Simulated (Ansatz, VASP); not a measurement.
Ge: VASP beside Ansatz

```
Ge
1.0
     1.38777   -2.58306    0.00000
     1.38777    2.58306    0.00000
     0.00000    0.00000    2.68012
Ge
1
Direct
  0.50000 0.50000 0.00000
```

Change from the starting cell: volume scaled by 0.98.

Alike in both runs: task single point; functional PBE; k mesh 11 × 11 × 10; occupations fermi-dirac, width 0.05 eV; no spin polarisation.

```csv
,VASP,Ansatz
version,VASP 6.6.1,Ansatz 0.2.0
potentials or method,"VASP PAW PBE potentials, release 64 (Ge_d)",Ansatz PAW
plane-wave cutoff (eV),520,420
valence electrons in the cell,14,14
```

Ansatz gave:

```
gap on the k mesh at the Fermi level (eV)       : none
pressure (GPa)                                  : 0.7
largest component of the traceless stress (GPa) : 2.00
```

**Question.** Which values does VASP return?

**Answer.** gap on the k mesh at the Fermi level (eV): none; pressure (GPa): 0.8; largest component of the traceless stress (GPa): 2.01.

A gap of «none» marks a metal or a gap that the smearing closes.
